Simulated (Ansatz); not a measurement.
The system is Eu2O3.

```xyz
5
Lattice="3.7883 0.0000 0.0000 -1.8941 3.2808 0.0000 0.0000 0.0000 5.8208" Properties=species:S:1:pos:R:3 pbc="T T T"
Eu    0.0000    2.1872    1.4112
Eu    1.8941    1.0936    4.4096
O     0.0000    2.1872    3.7900
O     1.8941    1.0936    2.0309
O     0.0000    0.0000    0.0000
```

Measurements of this composition are mostly on another form, of space group No. 206.

Program: Ansatz 0.2.0. Alike in all runs: task single point; level PBEsol; potentials or basis Ansatz PAW; cell as given; k mesh 7 × 7 × 4; cutoff (eV) 420; smearing fermi-dirac 0.05 eV.

Order these runs on this cell by their pressure, lowest first.
A. spin collinear, ferromagnetic start; fixed moment (μB) 3.5
B. spin collinear, program default start; fixed moment (μB) 0.0
C. spin collinear, ferromagnetic start; fixed moment (μB) 17.5
D. spin collinear, ferromagnetic start; fixed moment (μB) 28.0
E. spin collinear, ferromagnetic start; fixed moment (μB) 21.0

B (-12.2 GPa), A (-7.4 GPa), C (17.4 GPa), E (32.8 GPa), D (72.4 GPa).

Caveats: the total moment is fixed, so each spin has its own Fermi level; the PAW data sets come from PBE, with cores solved anew for the run's functional, which leaves a small shift of forces and pressure; the thresholds are loose for stress; a pressure of tens of GPa on the cell as given is suspect, and the run, the potentials or the cell itself is likely at fault (some runs).
